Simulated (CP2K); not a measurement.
# CaO: changing the dispersion correction

```cif
data_structure
_symmetry_space_group_name_H-M 'Fm-3m'
_symmetry_Int_Tables_number 225
_cell_length_a 4.8071
_cell_length_b 4.8071
_cell_length_c 4.8071
_cell_angle_alpha 90.000
_cell_angle_beta 90.000
_cell_angle_gamma 90.000
_cell_volume 111.08
loop_
_atom_site_label
_atom_site_type_symbol
_atom_site_symmetry_multiplicity
_atom_site_Wyckoff_symbol
_atom_site_fract_x
_atom_site_fract_y
_atom_site_fract_z
_atom_site_occupancy
Ca1 Ca 4 a 0.00000 0.00000 0.00000 1
O1 O 4 b 0.00000 0.50000 0.00000 1
```

The cell is a database's computed one, not the measured one.

Kept alike: task single point; functional PBE; k mesh 10 × 10 × 10; occupations fermi-dirac, width 0.05 eV; no spin polarisation. Program: CP2K, POTENTIAL_UZH Ca GTH-PBE-q10, O GTH-PBE-q6; TZVP-MOLOPT-PBE-GTH basis. The mesh is that of the run's cell of 2 atoms. No spin-orbit coupling.

| dispersion correction | band gap (eV) | pressure (GPa) |
| --- | --- | --- |
| D2 | 3.758 | -1.51 |
| D3(zero) | 3.758 | -0.01 |
| D3(BJ) | 3.758 | -0.60 |
| D3(BJ)+ATM | 3.758 | -0.33 |
| D4 | 3.758 | 0.53 |
| none | 3.758 | 2.62 |
| rVV10 | 3.729 | 1.29 |

Pressure is positive in compression. A gap read on the mesh alone can miss an edge between its points.

Question: What does the dispersion correction change here?

Answer: The band gap runs from 3.729 (rVV10) to 3.758 eV (D2; D3(zero); D3(BJ); D3(BJ)+ATM; D4; none). The pressure runs from -1.51 (D2) to 2.62 GPa (none). Dispersion terms mostly attract, so at fixed cell they lower the pressure.
